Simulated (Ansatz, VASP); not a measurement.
## CrO2: VASP beside Ansatz

```
CELL_PARAMETERS angstrom
2.62002 0.00000 0.00000
-1.31001 2.26900 0.00000
0.00000 0.00000 11.56484
ATOMIC_POSITIONS crystal
Cr 0.66667 0.33333 0.75000
Cr 0.33333 0.66667 0.25000
O 0.33333 0.66667 0.84995
O 0.66667 0.33333 0.34995
O 0.33333 0.66667 0.65005
O 0.66667 0.33333 0.15005
```

Alike in both runs: functional PBE; k mesh 12 × 12 × 2; occupations gaussian, width 0.1 eV; no spin polarisation.

Ansatz relaxed the structure, and its values are those at the end. VASP's run is a single point on that final structure, the one shown.

```csv
,VASP,Ansatz
version,VASP 6.6.1,Ansatz 0.2.0
potentials or method,"VASP PAW PBE potentials, release 64 (Cr_pv, O)","scalar-relativistic, plane waves, PAW"
plane-wave cutoff (eV),520,420
valence electrons in the cell,48,52
```

|  | VASP | Ansatz | Ansatz less VASP |
| --- | --- | --- | --- |
| gap on the k mesh at the Fermi level (eV) | 0.28 | 0.29 | +0.014 |
| least direct gap on the mesh (eV) | 1.53 | 1.53 | -0.005 |
| pressure (GPa) | 1.1 | 0.1 | -0.94 |
| rms of the force components (eV/Å) | 0.062 | 0.004 | -0.0577 |

With one functional, cell and mesh, what is left measures potentials, basis and numerics. The two sets of potentials don't hold the same shells in valence.

Spin polarisation is off, so any magnetic state and its effect on volume and gap are missing.
